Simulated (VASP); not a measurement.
# TiO2 (P4_2/mnm) in VASP: a series of runs, part 2 of 2

VASP 6.6.1.

### 3 Dielectric tensor, PBE

INCAR

```
PREC = Normal
ENCUT = 400
EDIFF = 1E-8
ISMEAR = 0
SIGMA = 0.01
LREAL = False
LASPH = True
NELM = 100
ALGO = Normal
ISIF = 2
LWAVE = False
LCHARG = False
GGA = PE
LEPSILON = True
```

KPOINTS

```
Automatic mesh
0
Gamma
  5 5 7
```

POSCAR

```
TiO2
1.0
    4.5998373239      0.0000000000      0.0000000000
    0.0000000000      4.5998373239      0.0000000000
    0.0000000000      0.0000000000      2.9592135600
Ti O
2 4
Direct
    0.0000000000      0.0000000000      0.5000000000
    0.5000000000      0.5000000000      0.0000000000
    0.3043213200      0.3043213200      0.5000000000
    0.1956786800      0.8043213200      0.0000000000
    0.8043213200      0.1956786800      0.0000000000
    0.6956786800      0.6956786800      0.5000000000
```

Potentials or basis: VASP PAW PBE potentials, release 64 (Ti_sv, O).

Launch:

```bash
> cat potpaw_PBE.64/Ti_sv/POTCAR potpaw_PBE.64/O/POTCAR > POTCAR
> mpirun -np 1 vasp_std > vasp.out
```

OUTCAR:

```text
PREC = Normal
   ENCUT = 400
   EDIFF = 1E-8
   ISMEAR = 0
   LREAL = False
   LASPH = True
   NELM = 100
   ISIF = 2
   GGA = PE
   LEPSILON = True

 Found     24 irreducible k-points:

 Following reciprocal coordinates:
            Coordinates               Weight
  0.000000  0.000000  0.000000      1.000000
  0.200000  0.000000  0.000000      4.000000
  0.400000  0.000000  0.000000      4.000000
  0.200000  0.200000  0.000000      4.000000
  0.400000  0.200000  0.000000      8.000000
  0.400000  0.400000  0.000000      4.000000
   k-points           NKPTS =     24   k-points in BZ     NKDIM =     24   number of bands    NBANDS=     28
   number of dos      NEDOS =    301   number of ions     NIONS =      6
   total plane-waves  NPLWV =   8064
   dimension x,y,z NGX =    24 NGY =   24 NGZ =   14
   dimension x,y,z NGXF=    48 NGYF=   48 NGZF=   28
   ions per type =               2   4
   NGX,Y,Z   is equivalent  to a cutoff of   8.67,  8.67,  7.87 a.u.
   NGXF,Y,Z  is equivalent  to a cutoff of  17.35, 17.35, 15.73 a.u.
 SYSTEM =  unknown system
   PREC   = normal    normal or accurate (medium, high low for compatibility)
   ISTART =      0    job   : 0-new  1-cont  2-samecut
   ICHARG =      2    charge: 1-file 2-atom 10-const
   ISPIN  =      1    spin polarized calculation?
   LNONCOLLINEAR =      F non collinear calculations
   LSORBIT =      F    spin-orbit coupling
   LASPH  =      T    aspherical Exc in radial PAW
   ENCUT  =  400.0 eV  29.40 Ry    5.42 a.u.   7.50  7.50  4.83*2*pi/ulx,y,z
[... 310 lines left out ...]

 PIEZOELECTRIC TENSOR FIELD DIRECTION 3  (C/m^2)
 -----------------------------------------------------------------------------
    -0.00033 -0.00000  0.00000
     0.00000 -0.00033  0.00000
     0.00000  0.00000  0.00010

 MACROSCOPIC STATIC DIELECTRIC TENSOR (including local field effects in DFT)
 ------------------------------------------------------
           7.432076    -0.000000     0.000000
           0.000000     7.432076     0.000000
           0.000000     0.000000     8.857474
 ------------------------------------------------------

 PIEZOELECTRIC TENSOR (including local field effects)  for field in x, y, z        (e  Angst)
          XX          YY          ZZ          XY          YZ          ZX
  --------------------------------------------------------------------------------
  x     0.00000     0.00000     0.00000     0.00000     0.00000     0.00000
  y     0.00000     0.00000     0.00000     0.00000     0.00000     0.00000
  z     0.00000     0.00000     0.00000     0.00000     0.00000     0.00000

 PIEZOELECTRIC TENSOR (including local field effects)  for field in x, y, z        (C/m^2)
          XX          YY          ZZ          XY          YZ          ZX
  --------------------------------------------------------------------------------
  x     0.00000     0.00000     0.00000     0.00000     0.00000     0.00000
  y     0.00000     0.00000     0.00000     0.00000     0.00000     0.00000
  z     0.00000     0.00000     0.00000     0.00000     0.00000     0.00000

 BORN EFFECTIVE CHARGES (including local field effects) (in |e|, cummulative output)
 ---------------------------------------------------------------------------------
 ion    1
    1     6.32817     1.03008     0.00000
    2     1.03008     6.32817     0.00000
    3     0.00000     0.00000     7.70036
 ion    2
    1     6.32817    -1.03008     0.00000
    2    -1.03008     6.32817     0.00000
    3     0.00000     0.00000     7.70036
 ion    3
    1    -3.16409    -1.81574     0.00000
    2    -1.81574    -3.16409     0.00000
    3     0.00000     0.00000    -3.85018
 ion    4
    1    -3.16409     1.81574     0.00000
    2     1.81574    -3.16409     0.00000
    3     0.00000     0.00000    -3.85018
 ion    5
    1    -3.16409     1.81574     0.00000
    2     1.81574    -3.16409     0.00000
    3     0.00000     0.00000    -3.85018
 ion    6
    1    -3.16409    -1.81574     0.00000
    2    -1.81574    -3.16409     0.00000
    3     0.00000     0.00000    -3.85018
```

OSZICAR:

```text
N       E                     dE             d eps       ncg     rms          rms(c)
DAV:   1     0.618198251345E+03    0.61820E+03   -0.21903E+04  1344   0.172E+03
DAV:   2     0.210854260721E+02   -0.59711E+03   -0.57868E+03  1632   0.540E+02
DAV:   3    -0.658873681809E+02   -0.86973E+02   -0.85642E+02  1996   0.196E+02
DAV:   4    -0.708289209684E+02   -0.49416E+01   -0.49373E+01  1812   0.458E+01
[... 11 lines left out ...]
RMM:  23    -0.142192827917E+01   -0.23940E-07    0.35393E-06  2514   0.169E-03    0.188E-05
RMM:  24    -0.142192825760E+01    0.21566E-07   -0.20570E-08  2498   0.169E-03    0.109E-05
RMM:  25    -0.142192826133E+01   -0.37321E-08   -0.51321E-07  2494   0.169E-03    0.170E-05
RMM:  26    -0.142192826294E+01   -0.16059E-08   -0.85310E-07  2484   0.169E-03    0.106E-05
RMM:  27    -0.142192825852E+01    0.44171E-08    0.20685E-06  2483   0.168E-03    0.150E-05
RMM:  28    -0.142192826168E+01   -0.31594E-08   -0.30213E-06  2460   0.169E-03    0.872E-06
```

stdout:

```text
POSCAR found type information on POSCAR TiO
 POSCAR found :  2 types and       6 ions
 scaLAPACK will be used
 LDA part: xc-table for (Slater+PW92), standard interpolation
 POSCAR, INCAR and KPOINTS ok, starting setup
 FFT: planning ... GRIDC
 FFT: planning ... GRID_SOFT
 FFT: planning ... GRID
 WAVECAR not read
 entering main loop
 Linear response reoptimize wavefunctions to high precision
 Linear response G [H, r] |phi>, progress :
  Direction:   1
 Linear response G [H, r] |phi>, progress :
  Direction:   2
 Linear response G [H, r] |phi>, progress :
  Direction:   3
 Linear response to external field (no local field effect), progress :
  Direction:   1
 dielectric tensor                  component  1 :     7.872    -0.503    -1.385
 Linear response to external field (no local field effect), progress :
  Direction:   2
 dielectric tensor                  component  2 :    -0.503     7.392    -0.240
 Linear response to external field (no local field effect), progress :
  Direction:   3
 dielectric tensor                  component  3 :    -1.385    -0.240     8.969
 Linear response to external field, progress :
  Direction:   1
 dielectric tensor                  component  1 :     7.432    -0.444    -0.828
 Linear response to external field, progress :
  Direction:   2
 dielectric tensor                  component  2 :    -0.445     7.432    -0.827
 Linear response to external field, progress :
  Direction:   3
 dielectric tensor                  component  3 :    -1.383    -0.240     8.857
 Born effective charges drift removed
```

Run time: 5.3 min. Hardware: 1 thread of AMD EPYC 7R13 (Zen 3), shared host; peak memory 0.18 GiB.

These settings aren't checked as converged: the numbers below hold their error.

What came out:

```yaml
Band_gap_on_the_k_mesh: 1.85 eV, direct
Electronic_dielectric_tensor_diagonal: 7.43, 7.43, 8.86
Born_charges_mean_of_the_diagonal: Ti +6.79; O -3.39 e
```

Caveat: an odd mesh through Γ misses points on the zone boundary, where band edges often lie.
